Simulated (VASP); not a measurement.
A run of VASP 6.6.1 is set up as follows.

File INCAR:

```
ALGO = Fast
EDIFF = 1E-7
ENCUT = 520
GGA = PS
ISIF = 2
ISMEAR = 0
LASPH = True
LCHARG = False
LREAL = False
LWAVE = False
NBANDS = 10
NELM = 100
PREC = Accurate
SIGMA = 0.1
```

Contents of KPOINTS:

```
k-points
0
Gamma
  15 15 8
```

POSCAR

```
Al
1.0
    3.0940118927      0.0000000000      0.0000000000
   -1.5470059464      2.6794928987      0.0000000000
    0.0000000000      0.0000000000      5.0209478486
Al
2
Direct
    0.3333333333      0.6666666667      0.2500000000
    0.6666666667      0.3333333333      0.7500000000
```

Potentials or basis: VASP PAW PBE potentials, release 64 (Al).

Command:

```bash
$ cat potpaw_PBE.64/Al/POTCAR > POTCAR
$ mpirun -np 1 vasp_std > vasp.out
```

(1) What does it give for the pressure?

(2) Estimate the band gap on the k mesh.

Results:

(1) -11.0 GPa.

(2) none (metal or under the smearing width).

Caveat: the PAW data sets were made with another functional, which shifts forces and pressure a little.
